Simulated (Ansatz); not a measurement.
The system is Pd.

```xyz
1
Lattice="0.0000 1.9465 1.9465 1.9465 0.0000 1.9465 1.9465 1.9465 0.0000" Properties=species:S:1:pos:R:3 pbc="T T T"
Pd    0.0000    0.0000    0.0000
```

Program: Ansatz 0.2.0. Alike in all runs: no spin polarisation; cell as given; k mesh 12 × 12 × 12.

**Question.** Order these runs on this cell by their pressure, lowest first.
A. level exchange-only PBE; potentials or basis Ansatz PAW; cutoff (eV) 420; smearing fermi-dirac 0.05 eV; points for each segment of the path 14
B. level PBEsol; potentials or basis Ansatz PAW; cutoff (eV) 420; smearing fermi-dirac 0.05 eV; points for each segment of the path 14
C. level PBE; potentials or basis Ansatz PAW; cutoff (eV) 420; smearing gaussian 0.017 eV
D. level BLYP; potentials or basis Ansatz PAW; cutoff (eV) 420; smearing fermi-dirac 0.05 eV; points for each segment of the path 14
E. level LDA; potentials or basis SPMS NC; cutoff (eV) 653; smearing gaussian 0.05 eV; driver chain

**Answer.** E (-8.3 GPa), B (-2.9 GPa), C (6.9 GPa), D (18.1 GPa), A (33.1 GPa).

Caveats: the PAW data sets come from PBE, with cores solved anew for the run's functional, which leaves a small shift of forces and pressure (some runs); the potentials were made for another functional, which shifts forces and pressure (some runs); so large a pressure means that the cell lies far from this level's equilibrium, or that cutoff or potentials fall short (some runs); a pressure of tens of GPa on the cell as given is suspect, and the run, the potentials or the cell itself is likely at fault (some runs).

Not every run made on this cell is shown here.
